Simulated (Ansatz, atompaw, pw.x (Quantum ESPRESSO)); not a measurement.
From atom to crystal: PAW (atompaw) potential for indium (In)

* Element: In
* Generator: atompaw 4.2.0.5
* Type: PAW
* Functional: PBE
* Relativity: scalar-relativistic
* Frozen core: [Kr]
* Valence charge: 13
* Reference configuration: 4d10 5s1.5 5p1.5
* Partial waves: 5s (bound): rc 2.95 bohr; 5s channel at 1.6 Ry: rc 2.95 bohr; 5p (bound): rc 2.95 bohr; 5p channel at 1.5 Ry: rc 2.95 bohr; 4d (bound): rc 1.75 bohr; 4d channel at -0.4 Ry: rc 2.95 bohr
* Local potential: troulliermartins scheme with l = 3 at 0 Ry, radius 2.45 bohr
* Core correction: smooth core density matched at 1.80 bohr
* Augmentation charge: sinc compensation charge, radius 2.65 bohr; PAW radius 2.95 bohr; waves and projectors: custom rrkj vanderbiltortho

Atomic tests: cutoffs needed: 40 Ry and 60 Ry (the cutoffs (Ry, on a coarse ladder) from which the occupation-weighted sum of valence levels, in a spherical-Bessel basis at the reference potential, stays within 10 and 1 mRy of its value at 400 Ry); ghost test: ghost state, extra bound levels that the all-electron valence spectrum of the same l lacks: s at -2.95 eV; a true bound ghost makes a file unfit for plane-wave use (spherical-Bessel basis up to 400 Ry, 20 bohr box); lowest eigenvalue of the overlap operator: 0.43 (p channel).

Crystal test: fcc In in pw.x 7.5, no spin, 12³ k-points, Fermi–Dirac smearing 0.01 Ry, cutoffs 75/750 Ry. The reference is all-electron LAPW (Ansatz 0.2.0) with the same functional, mesh and smearing; V0 and B0 come from Birch–Murnaghan fits to the pressures at five volumes. Errors are pseudo minus all-electron; Δ is the rms difference of the E(V) curves that follow from these fits, minima aligned, over ±6 % about the mean V0. Mesh and smearing are coarse, so the numbers serve the comparison and aren't converged zero-temperature values; the lattice is a test structure that the element need not adopt.

| V (Å³/atom) | P all-electron (GPa) | P pseudo (GPa) |
| --- | --- | --- |
| 26.366 | 1.64 | 1.00 |
| 27.060 | 0.58 | 0.09 |
| 27.754 | -0.32 | -0.76 |
| 28.448 | -1.08 | -1.50 |
| 29.142 | -1.74 | -2.21 |

All-electron: a0 = 4.791 Å (V0 = 27.50 Å³/atom), B0 = 34.9 GPa.

Pseudopotential: mean pressure error (GPa): -0.49; a0 (Å): 4.770; a0 error (%): -0.45; B0 error (%): -3.0; Δ (meV/atom): 3.0. Note: ghost state, extra bound levels that the all-electron valence spectrum of the same l lacks: s at -2.95 eV. A true bound ghost makes a file unfit for plane-wave use. The logarithmic derivative shows an extra or strongly shifted pseudo pole above the reference energy (s near -0.22 Ry).

At the middle volume, how do free energy and pressure move when the wave cutoff is lowered (ecutrho held at 750 Ry)?

```tsv
cutoff (Ry)	shift of F (meV/atom)	shift of P (GPa)
34	+197.3	-7.70
45	+90.0	-1.06
60	+4.2	-0.13
```

The run at the middle volume (72 k-points, 7 iterations) took about 19 s on one core of a shared host (AMD EPYC 9R45 96-Core Processor, 96 threads, 376 GiB, load 66).
